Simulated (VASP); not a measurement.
# NbP (I4_1md) in VASP: density of states with PBE

Aim: the density of states of NbP with PBE.

Everything below comes from runs of VASP 6.6.1. Logs are shortened: lines on timing, memory, paths and dates and some standing lists are left out, and cuts for length are marked.

## (1) The structure

Symmetry: I4_1md, No. 109, tetragonal system. Conventional cell: a = 3.345 Å, b = 3.345 Å, c = 11.424 Å, α = 90.00°, β = 90.00°, γ = 90.00°. Nb (site symmetry 2mm) is surrounded by 6 P at 2.54 to 2.55 Å. P (site symmetry 2mm) is surrounded by 6 Nb at 2.54 to 2.55 Å.

The cell is a database's computed one.

## (2) Density of states, PBE

POSCAR

```
NbP                                     
1.0
   -1.6722641734      1.6722641734      5.7120257789
    1.6722641734     -1.6722641734      5.7120257789
    1.6722641734      1.6722641734     -5.7120257789
  Nb              P             
     2     2
Direct
     0.7500045002229712    0.7500045002229712    0.0000000000000000
     0.5000045002229712    0.0000045002229712    0.5000000000000000
     0.3326240697770260    0.3326240697770260    0.0000000000000000
     0.0826240797770268    0.5826240797770268    0.5000000000000000
```

INCAR.step1

```
PREC = Accurate
ENCUT = 520
EDIFF = 1E-7
ISMEAR = 0
SIGMA = 0.3
LREAL = False
LASPH = True
NELM = 80
ALGO = Normal
ISIF = 2
LWAVE = False
LCHARG = True
LMAXMIX = 4
GGA = PE
NBANDS = 26
```

KPOINTS.step1

```
Automatic mesh
0
Gamma
  18 18 18
```

INCAR.step2

```
PREC = Accurate
ENCUT = 520
EDIFF = 1E-7
ISMEAR = -5
SIGMA = 0.3
LREAL = False
LASPH = True
NELM = 80
ALGO = Normal
ISIF = 2
LWAVE = False
LCHARG = False
LMAXMIX = 4
GGA = PE
LORBIT = 11
NBANDS = 26
NEDOS = 2001
ICHARG = 11
```

KPOINTS.step2

```
Automatic mesh
0
Gamma
  27 27 27
```

Potentials or basis: VASP PAW PBE potentials, release 64 (Nb_sv, P).

Started as:

```
cat potpaw_PBE.64/Nb_sv/POTCAR potpaw_PBE.64/P/POTCAR > POTCAR
cp INCAR.step1 INCAR
cp KPOINTS.step1 KPOINTS
mpirun -np 1 vasp_std > vasp.out
cp INCAR.step2 INCAR
cp KPOINTS.step2 KPOINTS
mpirun -np 1 vasp_std > vasp.out
```

OUTCAR:

```text
PREC = Accurate
   ENCUT = 520
   EDIFF = 1E-7
   ISMEAR = -5
   LREAL = False
   LASPH = True
   NELM = 80
   ISIF = 2
   GGA = PE
   LORBIT = 11
   ICHARG = 11

 ion  position               nearest neighbor table
   1  0.750  0.750  0.000-   4 2.54   4 2.54   3 2.55   3 2.55   3 2.55   3 2.55
   2  0.500  0.000  0.500-   3 2.54   3 2.54   4 2.55   4 2.55   4 2.55   4 2.55
   3  0.333  0.333  0.000-   2 2.54   2 2.54   1 2.55   1 2.55   1 2.55   1 2.55
   4  0.083  0.583  0.500-   1 2.54   1 2.54   2 2.55   2 2.55   2 2.55   2 2.55

  LATTYP: Found a body centered tetragonal cell.
 ALAT       =     3.3445283468
 C/A-ratio  =     3.4157436784

  Lattice vectors:

 A1 = (  -1.6722641734,   1.6722641734,   5.7120257789)
 A2 = (   1.6722641734,  -1.6722641734,   5.7120257789)
 A3 = (   1.6722641734,   1.6722641734,  -5.7120257789)

Analysis of symmetry for initial positions (statically):
=====================================================================
 Subroutine PRICEL returns:
 Original cell was already a primitive cell.

 Routine SETGRP: Setting up the symmetry group for a
 body centered tetragonal supercell.

 Subroutine GETGRP returns: Found  8 space group operations
 (whereof  4 operations were pure point group operations)
 out of a pool of 16 trial point group operations.

The static configuration has the point symmetry C_2v.
 The point group associated with its full space group is C_4v.

Analysis of symmetry for dynamics (positions and initial velocities):
=====================================================================
 Subroutine PRICEL returns:
 Original cell was already a primitive cell.

 Routine SETGRP: Setting up the symmetry group for a
 body centered tetragonal supercell.

 Subroutine GETGRP returns: Found  8 space group operations
 (whereof  4 operations were pure point group operations)
 out of a pool of 16 trial point group operations.

The dynamic configuration has the point symmetry C_2v.
 The point group associated with its full space group is C_4v.

 Subroutine INISYM returns: Found  8 space group operations
 (whereof  4 operations are pure point group operations),
 and found     1 'primitive' translations

----------------------------------------------------------------------------------------

                                     Primitive cell

  volume of cell :      63.8940

  direct lattice vectors                    reciprocal lattice vectors
    -1.672264173  1.672264173  5.712025779     0.000000000  0.298995821  0.087534619
     1.672264173 -1.672264173  5.712025779     0.298995821  0.000000000  0.087534619
     1.672264173  1.672264173 -5.712025779     0.298995821  0.298995821  0.000000000

  length of vectors
     6.182246633  6.182246633  6.182246633     0.311545840  0.311545840  0.422843946

  position of ions in fractional coordinates (direct lattice)
     0.750004500  0.750004500  0.000000000
     0.500004500  0.000004500  0.500000000
     0.332624070  0.332624070  0.000000000
     0.082624080  0.582624080  0.500000000

  ion indices of the primitive-cell ions
   primitive index   ion index
                 1           1
                 2           2
                 3           3
                 4           4

----------------------------------------------------------------------------------------

 KPOINTS: Automatic mesh

Automatic generation of k-mesh.
 Grid dimensions read from file:
 generate k-points for:   27   27   27

 Generating k-lattice:

  Cartesian coordinates                     Fractional coordinates (reciprocal lattice)
     0.000000000  0.011073919  0.003242023     0.037037037  0.000000000  0.000000000
     0.011073919  0.000000000  0.003242023     0.000000000  0.037037037  0.000000000
     0.011073919  0.011073919  0.000000000     0.000000000  0.000000000  0.037037037

  Length of vectors
     0.011538735  0.011538735  0.015660887

  Shift w.r.t. Gamma in fractional coordinates (k-lattice)
     0.000000000  0.000000000  0.000000000

 TETIRR: Found  24933 inequivalent tetrahedra from   118098

 Subroutine IBZKPT returns following result:
 ===========================================

 Found   1470 irreducible k-points:

 Following reciprocal coordinates:
            Coordinates               Weight
  0.000000  0.000000  0.000000      1.000000
  0.037037  0.000000 -0.000000      8.000000
  0.074074  0.000000 -0.000000      8.000000
  0.111111  0.000000  0.000000      8.000000
  0.148148  0.000000 -0.000000      8.000000
  0.185185  0.000000 -0.000000      8.000000
[... 16 lines left out ...]
  0.333333  0.037037  0.000000     16.000000
  0.370370  0.037037  0.000000     16.000000
 [... further k-points ...]
   k-points           NKPTS =   1470   k-points in BZ     NKDIM =   1470   number of bands    NBANDS=     26
   number of dos      NEDOS =   2001   number of ions     NIONS =      4
   total plane-waves  NPLWV = 110592
   dimension x,y,z NGX =    48 NGY =   48 NGZ =   48
   dimension x,y,z NGXF=    96 NGYF=   96 NGZF=   96
   ions per type =               2   2
   NGX,Y,Z   is equivalent  to a cutoff of  12.91, 12.91, 12.91 a.u.
   NGXF,Y,Z  is equivalent  to a cutoff of  25.82, 25.82, 25.82 a.u.
 SYSTEM =  unknown system
   PREC   = accura    normal or accurate (medium, high low for compatibility)
   ISTART =      0    job   : 0-new  1-cont  2-samecut
   ICHARG =     11    charge: 1-file 2-atom 10-const
   ISPIN  =      1    spin polarized calculation?
   LNONCOLLINEAR =      F non collinear calculations
   LSORBIT =      F    spin-orbit coupling
   LASPH  =      T    aspherical Exc in radial PAW
   ENCUT  =  520.0 eV  38.22 Ry    6.18 a.u.  11.49 11.49 11.49*2*pi/ulx,y,z
   NELM   =     80;   NELMIN=  2; NELMDL=  0     # of ELM steps
   EDIFF  = 0.1E-06   stopping-criterion for ELM
   LREAL  =      F    real-space projection
   EDIFFG = 0.1E-05   stopping-criterion for IOM
   NSW    =      0    number of steps for IOM
   IBRION =     -1    ionic relax: 0-MD 1-quasi-New 2-CG
   NFREE  =      0    steps in history (QN), initial steepest desc. (CG)
   ISIF   =      2    stress and relaxation
   ISYM   =      2    0-nonsym 1-usesym 2-fastsym
   POTIM  = 0.5000    time-step for ionic-motion
   TEBEG  =    0.0;   TEEND  =   0.0 temperature during run
   PSTRESS=    0.0 pullay stress
   NELECT =      36.0000    total number of electrons
   NUPDOWN=      -1.0000    fix difference up-down
   EMIN   =  10.00;   EMAX   =-10.00  energy-range for DOS
   EFERMI =   0.00;   METHOD = LEGACY
   ISMEAR =    -5;   SIGMA  =   0.30  broadening in eV -4-tet -1-fermi 0-gaus
   EFERMI_NEDOS =   21; number of points for ismear=-14 and -15
   IALGO  =     38    algorithm
   IMIX   =      4    mixing-type and parameters
     AMIX     =   0.40;   BMIX     =  1.00
     AMIX_MAG =   1.60;   BMIX_MAG =  1.00
  volume/ion in A,a.u.               =      15.97       107.79
  Fermi-wavevector in a.u.,A,eV,Ry     =   1.352142  2.555178 24.875374  1.828288
  Thomas-Fermi vector in A             =   2.479505
   LORBIT       =     11    0 simple, 1 ext, 2 COOP (PROOUT), +10 PAW based schemes
   GGA     = PE    functional components
   LHFCALC =     F    Hartree Fock is set to
   AEXX    =    0.0000 exact exchange contribution
   IVDW    =     0    specifies the selected vdW correction
   LEPSILON=     F    determine dielectric tensor
   LRPA    =     F    only Hartree local field effects (RPA)
 non-spin polarized calculation
 Fermi weights with tetrahedron method with Bloechl corrections
  energy-cutoff  :      520.00
  volume of cell :       63.89
 maximum number of plane-waves:      1741
 NGX is ok and might be reduce to    48

 number of electron      36.0000000 magnetization

 Free energy of the ion-electron system (eV)
  ---------------------------------------------------
  ext. energy  EPLUGINS =         0.00000000
  ---------------------------------------------------
  free energy    TOTEN  =       -35.32165986 eV

  energy without entropy =      -35.32165986  energy(sigma->0) =      -35.32165986

 E-fermi :  10.6927     XC(G=0): -12.0278

 val. band max:       10.7576394855   @ k =  -0.2963   0.4815   0.2963
 cond. band min:      10.6613748903   @ k =  -0.0741  -0.4444   0.0741
 fundamental gap:     -0.0962645953
 Fermi energy:        10.6927390326

 k-point     1 :       0.0000    0.0000    0.0000
  band No.  band energies     occupation
      1     -44.2529      2.00000
      2     -44.2140      2.00000
      3     -20.5245      2.00000
      4     -20.3167      2.00000
      5     -20.3167      2.00000
      6     -20.1750      2.00000
[... 18 lines left out ...]
     25      14.7651      0.00000
     26      14.7653      0.00000

 k-point     2 :       0.0370    0.0000   -0.0000
  band No.  band energies     occupation
      1     -44.2526      2.00000
      2     -44.2139      2.00000
      3     -20.5232      2.00000
      4     -20.3205      2.00000
      5     -20.3164      2.00000
      6     -20.1789      2.00000
[... 18 lines left out ...]
     25      14.7476      0.00000
     26      14.8366      0.00000

 k-point     3 :       0.0741    0.0000   -0.0000
  band No.  band energies     occupation
      1     -44.2516      2.00000
      2     -44.2135      2.00000
      3     -20.5193      2.00000
      4     -20.3317      2.00000
      5     -20.3155      2.00000
      6     -20.1901      2.00000
[... 572 lines left out ...]
 k-point    23 :       0.3333    0.0370    0.0000
  band No.  band energies     occupation
      1     -44.2323      2.00000
      2     -44.2079      2.00000
      3     -20.5476      2.00000
      4     -20.4305      2.00000
      5     -20.3462      2.00000
      6     -20.3036      2.00000
[... 18 lines left out ...]
     25      15.3080      0.00000
     26      16.8919      0.00000

 k-point    24 :       0.3704    0.0370    0.0000
  band No.  band energies     occupation
      1     -44.2296      2.00000
      2     -44.2073      2.00000
      3     -20.5715      2.00000
      4     -20.4343      2.00000
      5     -20.3529      2.00000
      6     -20.3014      2.00000
[... 18 lines left out ...]
     25      15.2624      0.00000
     26      16.9260      0.00000

 [... further k-points ...]

------------------------ aborting loop because EDIFF is reached ----------------------------------------

  FORCE on cell =-STRESS in cart. coord.  units (eV):
  Direction    XX          YY          ZZ          XY          YZ          ZX
  --------------------------------------------------------------------------------------
  -------------------------------------------------------------------------------------
  Total       -0.1110375     -0.1110375     -0.1496136      0.0000000      0.0000000      0.0000000
  in kB       -2.7843273     -2.7843273     -3.7516438      0.0000000      0.0000000      0.0000000
  external PRESSURE =      -3.1067661 kB  Pullay stress =       0.0000000 kB

 VOLUME and BASIS-vectors are now :
 -----------------------------------------------------------------------------
  energy-cutoff  :      520.00
  volume of cell :       63.89
      direct lattice vectors                 reciprocal lattice vectors
    -1.672264173  1.672264173  5.712025779     0.000000000  0.298995821  0.087534619
     1.672264173 -1.672264173  5.712025779     0.298995821  0.000000000  0.087534619
     1.672264173  1.672264173 -5.712025779     0.298995821  0.298995821  0.000000000

 POSITION                                       TOTAL-FORCE (eV/Angst)
 -----------------------------------------------------------------------------------
      0.00000      0.00000      8.56809        -0.000000     -0.000000      0.007850
      0.00000      1.67226      0.00005        -0.000000     -0.000000      0.007850
      0.00000      0.00000      3.79991         0.000000      0.000000     -0.007850
      1.67226      0.00000      0.94390        -0.000000     -0.000000     -0.007850
 -----------------------------------------------------------------------------------
    total drift:                                0.000000      0.000000     -0.001776

  FREE ENERGIE OF THE ION-ELECTRON SYSTEM (eV)
  ---------------------------------------------------
  free  energy   TOTEN  =       -35.3216598598 eV

  energy  without entropy=      -35.3216598598  energy(sigma->0) =      -35.32165986

 total charge

# of ion       s       p       d       tot
------------------------------------------
    1        2.156   6.030   2.463  10.648
    2        2.156   6.030   2.463  10.648
    3        1.021   1.533   0.000   2.554
    4        1.021   1.533   0.000   2.554
--------------------------------------------------
tot          6.354  15.126   4.925  26.405
```

It took 79 min on 1 thread of Intel Xeon Platinum 8259CL at 2.50GHz (Skylake/Cascade Lake), shared host; peak memory 1.9 GiB.

Results:

- Valence electrons inside the program's atomic spheres: Nb 10.65; P 2.55

Levels at points of the mesh, in eV from the Fermi level:
| k point | band 16 | band 17 | band 18 | band 19 | band 20 | band 21 |
| --- | --- | --- | --- | --- | --- | --- |
| (0.00, 0.00, 0.00) | -1.73 | -1.39 | -1.39 | 0.80 | 1.58 | 2.66 |

States per cell in windows of 0.5 eV (zero at the Fermi level; states under -8 eV left out):
```csv
from (eV),total,Nb1_d,Nb2_d,P3_p,P4_p,Nb1_s,Nb2_s
-8.0,0.00,0.00,0.00,0.00,0.00,0.00,0.00
-7.5,0.00,0.00,0.00,0.00,0.00,0.00,0.00
-7.0,0.00,0.00,0.00,0.00,0.00,0.00,0.00
-6.5,0.26,0.01,0.01,0.03,0.03,0.01,0.01
-6.0,0.81,0.05,0.05,0.09,0.09,0.02,0.02
-5.5,1.84,0.16,0.16,0.21,0.21,0.03,0.03
-5.0,0.70,0.06,0.06,0.08,0.08,0.01,0.01
-4.5,1.10,0.10,0.10,0.13,0.13,0.01,0.01
-4.0,1.47,0.16,0.16,0.17,0.17,0.01,0.01
-3.5,1.53,0.20,0.20,0.18,0.18,0.01,0.01
-3.0,2.24,0.31,0.31,0.28,0.28,0.01,0.01
-2.5,1.62,0.27,0.27,0.18,0.18,0.00,0.00
-2.0,0.69,0.14,0.14,0.06,0.06,0.00,0.00
-1.5,1.38,0.32,0.32,0.05,0.05,0.00,0.00
-1.0,1.94,0.48,0.48,0.05,0.05,0.01,0.01
-0.5,0.62,0.15,0.15,0.02,0.02,0.00,0.00
0.0,0.62,0.19,0.19,0.02,0.02,0.00,0.00
0.5,0.81,0.25,0.25,0.02,0.02,0.00,0.00
1.0,1.20,0.40,0.40,0.03,0.03,0.00,0.00
1.5,1.20,0.39,0.39,0.03,0.03,0.00,0.00
2.0,1.36,0.43,0.43,0.05,0.05,0.01,0.01
2.5,2.01,0.64,0.64,0.07,0.07,0.01,0.01
3.0,1.95,0.61,0.61,0.08,0.08,0.01,0.01
3.5,1.79,0.50,0.50,0.08,0.08,0.02,0.02
4.0,1.67,0.41,0.41,0.10,0.10,0.02,0.02
4.5,1.33,0.31,0.31,0.12,0.12,0.01,0.01
5.0,0.76,0.18,0.18,0.06,0.06,0.01,0.01
5.5,0.88,0.18,0.18,0.07,0.07,0.03,0.03
6.0,0.50,0.11,0.11,0.04,0.04,0.01,0.01
6.5,0.07,0.01,0.01,0.01,0.01,0.00,0.00
7.0,0.00,0.00,0.00,0.00,0.00,0.00,0.00
7.5,0.00,0.00,0.00,0.00,0.00,0.00,0.00
```

Caveat: tetrahedron occupations give inexact forces and stress in metals.
